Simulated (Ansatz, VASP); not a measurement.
**Two plane-wave programs on SnO2**

Contents of INCAR:

```
  PREC = Accurate
  ENCUT = 520
  EDIFF = 1E-7
  ISMEAR = -1
  SIGMA = 0.05
  LREAL = F
  LASPH = T
  NELM = 60
  ALGO = Normal
  ISIF = 2
  LWAVE = F
  LCHARG = F
  GGA = PE
  NBANDS = 35
```

Contents of KPOINTS:

```
Automatic mesh
0
Gamma
  9 9 9
```

The input POSCAR:

```
SnO2
1.0
   -2.0000686112      2.0000686112      5.1236788559
    2.0000686112     -2.0000686112      5.1236788559
    2.0000686112      2.0000686112     -5.1236788559
Sn O
2 4
Direct
    0.0022520000     -0.0016650000      0.0036070000
    0.7584920000      0.2685190000      0.5197410000
    0.5505510000      0.0379800000      0.4981130000
    0.2020750000      0.2065530000      0.0044270000
    0.9540990000      0.4414860000      0.4889440000
    0.7999670000      0.7930090000      0.0014820000
```

File input.yaml:

```yaml
crystal:
  lattice:
    - [-2.0000686112, 2.0000686112, 5.1236788559]
    - [2.0000686112, -2.0000686112, 5.1236788559]
    - [2.0000686112, 2.0000686112, -5.1236788559]
  atoms:
    - { symbol: Sn, position: [0.002252, -0.001665, 0.003607] }
    - { symbol: Sn, position: [0.758492, 0.268519, 0.519741] }
    - { symbol: O, position: [0.550551, 0.03798, 0.498113] }
    - { symbol: O, position: [0.202075, 0.206553, 0.004427] }
    - { symbol: O, position: [0.954099, 0.441486, 0.488944] }
    - { symbol: O, position: [0.799967, 0.793009, 0.001482] }
hamiltonian:
  xc: pbe
  pseudopotentials: { kind: paw }
kpoints:
  mp_grid: { grid: [9, 9, 9] }
scf:
  occupations: { method: fermi_dirac, width: 0.05 }
output:
  forces: true
  stress: true
  eigenvalues: true
  write_density: true
  write_potential: true
  elf: true
  volumetric_format: npy
```

Change from the starting cell: atoms moved at random, drawn with an rms of 0.05 Å.

Alike in both runs: task single point; functional PBE; k mesh 9 × 9 × 9; occupations fermi-dirac, width 0.05 eV; no spin polarisation.

```csv
,VASP,Ansatz
version,VASP 6.6.1,Ansatz 0.2.0
potentials or method,"VASP PAW PBE potentials, release 64 (Sn_d, O)",Ansatz PAW
plane-wave cutoff (eV),520,420
valence electrons in the cell,52,52
```

```csv
,VASP,Ansatz,Ansatz less VASP
gap on the k mesh at the Fermi level (eV),1.61,1.62,+0.012
least direct gap on the mesh (eV),1.89,1.90,+0.011
pressure (GPa),7.0,6.4,-0.59
largest component of the traceless stress (GPa),3.32,3.39,+0.076
rms of the force components (eV/Å),0.635,0.623,-0.0119
```

Atom by atom the forces differ by 0.017 eV/Å (rms over components).

Caveats: spin-orbit coupling is left out, which moves the levels of the heavy elements; an odd mesh through Γ misses points on the zone boundary, where band edges often lie (VASP); odd divisions of the mesh miss points on the zone boundary, where band edges often lie, so the gap on the mesh can be too wide (Ansatz); the pressure holds a Pulay correction of +0.8 GPa for the finite cutoff (Ansatz).
